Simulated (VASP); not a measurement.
## TaN: relaxation of cell and atoms with RPBE

TaN:

```xyz
2
Lattice="0.0000 2.2206 2.2206 2.2206 0.0000 2.2206 2.2206 2.2206 0.0000" Properties=species:S:1:pos:R:3 pbc="T T T"
Ta    2.2206    2.2206    2.2206
N     0.0000    0.0000    0.0000
```

The cell comes from a database or a generator and needn't be the stable form of this composition.

```
Program                : VASP 6.6.1
Task                   : relaxation of cell and atoms
Functional             : RPBE
Potentials or basis    : VASP PAW PBE potentials, release 64 (Ta_pv, N)
Cutoff                 : 600 eV
k mesh                 : 14 × 14 × 14
Occupations            : methfessel-paxton, width 0.1 eV
Spin                   : no spin polarisation
Further INCAR settings : ALGO = Normal; EDIFF = 1e-07; IBRION = 2; EDIFFG = -0.005; NSW = 90; ISIF = 3
```

```json
{"Pressure after relaxing": "0.0 GPa", "Band gap on the k mesh": "none (metal or under the smearing width)"}
```

Final structure:
```xyz
2
Lattice="0.0000 2.2206 2.2206 2.2206 0.0000 2.2206 2.2206 2.2206 0.0000" Properties=species:S:1:pos:R:3 pbc="T T T"
Ta    2.2206    2.2206    2.2206
N     0.0000    0.0000    0.0000
```

Levels at points of the mesh, in eV from the Fermi level:
| k point | band 5 | band 6 | band 7 | band 8 | band 9 | band 10 | band 11 | band 12 |
| --- | --- | --- | --- | --- | --- | --- | --- | --- |
| (0.00, 0.00, 0.00) | -3.72 | -3.72 | -3.72 | -2.00 | -2.00 | -2.00 | 0.09 | 0.09 |
| (0.50, 0.00, 0.00) | -10.11 | -7.34 | -7.34 | 1.84 | 1.84 | 1.93 | 3.72 | 7.26 |
| (0.50, 0.50, 0.00) | -6.58 | -5.24 | -4.56 | -4.56 | 2.06 | 3.40 | 3.40 | 4.24 |

Wall time 33 s on 1 thread of Intel(R) Xeon(R) 6975P-C (Granite Rapids), with other jobs on the host, peak memory 0.19 GiB.

Caveat: the relaxation stopped at its first step, so nothing moved; the PAW data sets were made with another functional, which shifts forces and pressure a little. Spin-orbit coupling is left out, which matters for the levels of Ta.
